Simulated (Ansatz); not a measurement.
A run of Ansatz 0.2.0:

Contents of input.yaml:

```yaml
crystal:
  lattice:
    - [0.0, 3.205, 3.205]
    - [3.205, 0.0, 3.205]
    - [3.205, 3.205, 0.0]
  atoms:
    - { symbol: Te, position: [0.75, 0.75, 0.75] }
    - { symbol: Cd, position: [0.0, 0.0, 0.0] }
hamiltonian:
  xc: pbe
  pseudopotentials: { kind: paw }
kpoints:
  mp_grid: { grid: [10, 10, 10] }
scf:
  occupations: { method: fermi_dirac, width: 0.05 }
output:
  forces: true
  stress: true
  eigenvalues: true
  write_density: true
  write_potential: true
  elf: true
  volumetric_format: npy
```

Potentials or basis: Ansatz PAW.

Run with:

```console
$ ansatz run input.yaml --threads 2 --pin off --max-ram 5120MiB --backend cpu --events-out ev --progress --plain --runs-dir out
```

Hardware: 2 threads of Arm Neoverse V1, on a shared host.

Q: How long does it take, and how much memory?

A: It took 4.5 s on 2 threads of Arm Neoverse V1, with other jobs on the host, peak memory 0.39 GiB. Counts: scf iterations 6, plane waves 1243, k points 47, bands 22.
